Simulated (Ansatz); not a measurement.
Ionic part of the dielectric constant of NaH at 25 GPa, mode by mode

All numbers below come from DFT PBEsol, scalar-relativistic, plane waves, PAW in Ansatz 0.2.0. Cutoff 420 eV, 10×10×10 k-points (Γ-centred), fixed occupations. No spin polarisation. Phonons by linear response, acoustic sum rule imposed.

Symmetry: Fm-3m, No. 225, cubic system. The conventional cell has a = 4.127 Å, b = 4.127 Å, c = 4.127 Å, α = 90.00°, β = 90.00°, γ = 90.00°. Around Na (site symmetry m-3m) lie 6 H at 2.06 Å. Around H (site symmetry m-3m) lie 6 Na at 2.06 Å.

Other phases may be more stable at this pressure.

The primitive cell has V = 17.57 Å³ and ε∞,yy = 3.263. Each polar mode adds Δε = (4.92064×10⁷/V)·S/ν² along y, with S its oscillator strength in e²/amu, ν in cm⁻¹ and V in Å³.

**Question.** From these modes, find each Δε and ε0,yy.
```
ν (cm⁻¹) S_yy (e²/amu)
  1011.3         0.6834
```

**Answer.**
```tsv
ν (cm⁻¹)	Δε
1011.3	1.87
```

The sum is 1.871, so ε0,yy = 5.13; the run's tensor has 5.13.

**Question.** Where do the longitudinal modes lie for a wave vector along y?

**Answer.** At 1269 cm⁻¹. The Lyddane–Sachs–Teller product Π(ν_LO/ν_TO)² = 1.57 matches ε0/ε∞ = 1.57.

Cost: 1 run of about 0.17 core-minutes, on Arm Neoverse N1 (shared hosts).